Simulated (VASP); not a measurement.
Here is a VASP 6.6.1 calculation.

The input INCAR:

```
SYSTEM = Si
ALGO = Fast
EDIFF = 1E-7
EDIFFG = -0.01
ENCUT = 600
GGA = PS
IBRION = 2
ISIF = 2
ISMEAR = 0
LASPH = .TRUE.
LCHARG = .FALSE.
LREAL = .FALSE.
LWAVE = .FALSE.
NELM = 80
NSW = 40
PREC = Accurate
SIGMA = 0.03
```

Contents of KPOINTS:

```
k-points
0
G
  10 10 10
  0 0 0
```

Contents of POSCAR:

```
Si                                      
1.0
    0.0000000000      2.7711523739      2.7711523739
    2.7711523739      0.0000000000      2.7711523739
    2.7711523739      2.7711523739      0.0000000000
  Si            
     2
Direct
     0.7500000000000000    0.7500000000000000    0.7500000000000000
     0.5000000000000000    0.5000000000000000    0.5000000000000000
```

Potentials or basis: VASP PAW PBE potentials, release 64 (Si).

Command:

```sh
$ cat potpaw_PBE.64/Si/POTCAR > POTCAR
$ mpirun -np 1 vasp_std > vasp.out
```

(1) Estimate the band gap on the k mesh.

## Answers

(1) 0.57 eV, indirect (least direct gap 2.40 eV).

Caveat: the relaxation stopped at its first step, so nothing moved.
